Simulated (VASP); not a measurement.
Input of a VASP 6.6.1 run:

Contents of POSCAR:

```
Al
1.0
   -1.5912186900      1.5912186900      1.5912186900
    1.5912186900     -1.5912186900      1.5912186900
    1.5912186900      1.5912186900     -1.5912186900
Al
1
Direct
    0.0000000000      0.0000000000      0.0000000000
```

INCAR.step1

```
ALGO = Normal
EDIFF = 1E-5
ENCUT = 520
GGA = PE
ISIF = 2
ISMEAR = 1
ISPIN = 2
LASPH = T
LCHARG = F
LORBIT = 11
LREAL = F
LWAVE = T
MAGMOM = -0.43
NBANDS = 12
NELM = 150
PREC = Accurate
SIGMA = 0.01
```

File INCAR.step2:

```
AEXX = 0.25
ALGO = Normal
EDIFF = 1E-6
ENCUT = 520
HFRCUT = -1
ISIF = 2
ISMEAR = 1
ISPIN = 2
ISTART = 1
LASPH = T
LCHARG = F
LHFCALC = T
LMIXTAU = T
LORBIT = 11
LREAL = F
LWAVE = F
MAGMOM = -0.43
METAGGA = R2SCAN
NBANDS = 12
NELM = 150
PREC = Accurate
PRECFOCK = Normal
SIGMA = 0.01
```

KPOINTS

```
k-points
0
Gamma
  7 7 7
```

Potentials or basis: VASP PAW PBE potentials, release 64 (Al).

The run is started by

```console
$ cat potpaw_PBE.64/Al/POTCAR > POTCAR
$ cp INCAR.step1 INCAR
$ mpirun -np 1 vasp_std > vasp.out
$ cp INCAR.step2 INCAR
$ mpirun -np 1 vasp_std > vasp.out
```

Predict the band gap on the k mesh.

none (metal or under the smearing width).

What does it give for the pressure?

-0.3 GPa.

Predict the site moments.

Al +0.04 μB.

What does it give for the net moment?

0.09 μB per cell.

Caveat: the k mesh is coarse (spacing up to 0.40 Å⁻¹), so the values aren't converged, least of all with exact exchange; the PAW data sets were made with another functional, which shifts forces and pressure a little.
